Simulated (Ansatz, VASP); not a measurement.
# One calculation of SnO, two programs

```
Sn O
1.0
     3.19336    0.00000    0.00000
     0.00000    3.19336    0.00000
     0.00000    0.00000    3.19336
Sn O
1 1
Direct
  0.00000 0.00000 0.00000
  0.50000 0.50000 0.50000
```

Change from the starting cell: volume scaled by 1.06.

Alike in both runs: task single point; functional PBE; k mesh 9 × 9 × 9; occupations fermi-dirac, width 0.05 eV; no spin polarisation.

|  | VASP | Ansatz |
| --- | --- | --- |
| version | VASP 6.6.1 | Ansatz 0.2.0 |
| potentials or method | VASP PAW PBE potentials, release 64 (Sn_d, O) | Ansatz PAW |
| plane-wave cutoff (eV) | 520 | 420 |
| valence electrons in the cell | 20 | 20 |

VASP gave:

| Item | Value |
| --- | --- |
| gap on the k mesh at the Fermi level (eV) | 0.60 |
| least direct gap on the mesh (eV) | 0.83 |
| pressure (GPa) | -5.2 |

Which values does Ansatz return?

gap on the k mesh at the Fermi level (eV): 0.60; least direct gap on the mesh (eV): 0.83; pressure (GPa): -5.1.

The functional is the same, so the differences come from potentials, cutoffs and numerics.

Caveats: spin-orbit coupling is left out, which moves the levels of the heavy elements; an odd mesh through Γ misses points on the zone boundary, where band edges often lie (VASP); odd divisions of the mesh miss points on the zone boundary, where band edges often lie, so the gap on the mesh can be too wide (Ansatz); the pressure holds a Pulay correction of +0.5 GPa for the finite cutoff (Ansatz).
